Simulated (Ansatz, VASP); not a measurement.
BeS: VASP beside Ansatz

File POSCAR:

```
BeS
1.0
    0.0000000000      2.4250000000      2.4250000000
    2.4250000000      0.0000000000      2.4250000000
    2.4250000000      2.4250000000      0.0000000000
Be S
1 1
Direct
    0.0000000000      0.0000000000      0.0000000000
    0.2500000000      0.2500000000      0.2500000000
```

INCAR.step1

```
PREC     = Accurate       # precision mode
ENCUT    = 600            # plane-wave cutoff, eV
ISMEAR   = -1             # smearing method
SIGMA    = 0.02           # smearing width, eV
LREAL    = False          # projectors in reciprocal space
LASPH    = True           # aspherical terms in the spheres
NELM     = 80             # most SCF steps
GGA      = PE             # functional
ALGO     = Normal         # electronic algorithm
EDIFF    = 1E-4           # SCF threshold, eV
LWAVE    = True           # write WAVECAR
LCHARG   = False          # write CHGCAR
```

INCAR.step2

```
PREC     = Accurate       # precision mode
ENCUT    = 600            # plane-wave cutoff, eV
EDIFF    = 1E-7           # SCF threshold, eV
ISMEAR   = -1             # smearing method
SIGMA    = 0.02           # smearing width, eV
LREAL    = False          # projectors in reciprocal space
LASPH    = True           # aspherical terms in the spheres
NELM     = 80             # most SCF steps
ALGO     = Normal         # electronic algorithm
ISIF     = 3              # what is computed and relaxed
LWAVE    = False          # write WAVECAR
LCHARG   = False          # write CHGCAR
METAGGA  = R2SCAN         # meta-GGA
LMIXTAU  = True         
IBRION   = 2              # ionic algorithm
NSW      = 70             # ionic steps
EDIFFG   = -0.005         # ionic threshold
ISTART   = 1
```

Contents of KPOINTS:

```
regular mesh
0
Gamma
  10 10 10
```

Input for Ansatz:

```yaml
crystal:
  lattice:
    - [0.0, 2.425, 2.425]
    - [2.425, 0.0, 2.425]
    - [2.425, 2.425, 0.0]
  atoms:
    - { symbol: Be, position: [0.0, 0.0, 0.0] }
    - { symbol: S, position: [0.25, 0.25, 0.25] }
kpoints:
  mp_grid: { grid: [10, 10, 10] }
scf:
  occupations: { method: fermi_dirac, width: 0.02 }
hamiltonian:
  xc: r2scan
  pseudopotentials: { kind: paw }
output:
  forces: true
  stress: true
  write_density: true
  write_potential: true
  elf: true
  volumetric_format: npy
relax:
  f_tol: 0.005
  max_steps: 50
  cell: {}
```

Alike in both runs: task relaxation of cell and atoms; functional r2SCAN; k mesh 10 × 10 × 10; occupations fermi-dirac, width 0.02 eV; no spin polarisation.

|  | VASP | Ansatz |
| --- | --- | --- |
| version | VASP 6.6.1 | Ansatz 0.2.0 |
| potentials or method | VASP PAW PBE potentials, release 64 (Be, S) | PAW with Ansatz's default frozen-core files, scalar-relativistic |
| plane-wave cutoff (eV) | 600 | 500 |
| valence electrons in the cell | 8 | 8 |

Ansatz gave:

```
gap on the k mesh at the Fermi level, each at its own relaxed structure (eV) : 3.59
relaxed volume (Å³/atom)                                                     : 14.42
relaxed cell length with the largest relative difference (Å)                 : 3.443
```

Estimate VASP's values.

gap on the k mesh at the Fermi level, each at its own relaxed structure (eV): 3.61; relaxed volume (Å³/atom): 14.47; relaxed cell length with the largest relative difference (Å): 3.446.

Caveats: the PAW data sets were made with another functional, which shifts forces and pressure a little (VASP). A k mesh can miss the band edges. Zero-point motion and thermal expansion aren't in these numbers.
